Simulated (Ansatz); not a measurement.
The system is TiAl3.

```
Ti Al
1.0
     2.83968    0.00000    0.00000
     0.00000    4.68126    0.00000
     0.00000    0.00000    4.90074
Ti Al
1 3
Direct
  0.00000 0.50000 0.16592
  0.00000 0.00000 0.83590
  0.50000 0.00000 0.33091
  0.50000 0.50000 0.66727
```

The cell comes from a database or a generator and needn't be the stable form of this composition.

- Program: Ansatz 0.2.0
- Task: single point
- Functional: PBEsol
- Potentials or basis: Ansatz PAW
- Cutoff: 420 eV (not typed: the program's choice for these potentials)
- k mesh: 9 × 6 × 6
- Occupations: fermi-dirac, width 0.05 eV
- Spin: no spin polarisation

On this cell: pressure -2.4 GPa; largest force 0.049 eV/Å; band gap on the k mesh none (metal or under the smearing width).

The same run follows on a disturbed copy (atoms moved at random, drawn with an rms of 0.05 Å):

```
Ti Al
1.0
     2.83968    0.00000    0.00000
     0.00000    4.68126    0.00000
     0.00000    0.00000    4.90074
Ti Al
1 3
Direct
  0.99541 0.50053 0.16017
  0.99610 0.99596 0.83332
  0.49094 0.99972 0.32410
  0.49103 0.49562 0.67524
```

Q: What changes?

A: The energy (extrapolated to zero smearing) moves by +4.5 meV/atom; pressure -2.2 GPa; largest force 0.459 eV/Å; band gap on the k mesh none (metal or under the smearing width).

Forces in eV/Å, atoms in the order of the input:
```
Ti  -0.062 -0.049  0.327
Al  -0.028  0.034 -0.045
Al   0.044 -0.006  0.174
Al   0.046  0.020 -0.456
```

Stress tensor (GPa, compression positive):
```
-3.94  0.00 -0.02
 0.00 -1.22 -0.07
-0.02 -0.07 -1.38
```

Caveats: the PAW data sets come from PBE, with cores solved anew for the run's functional, which leaves a small shift of forces and pressure.
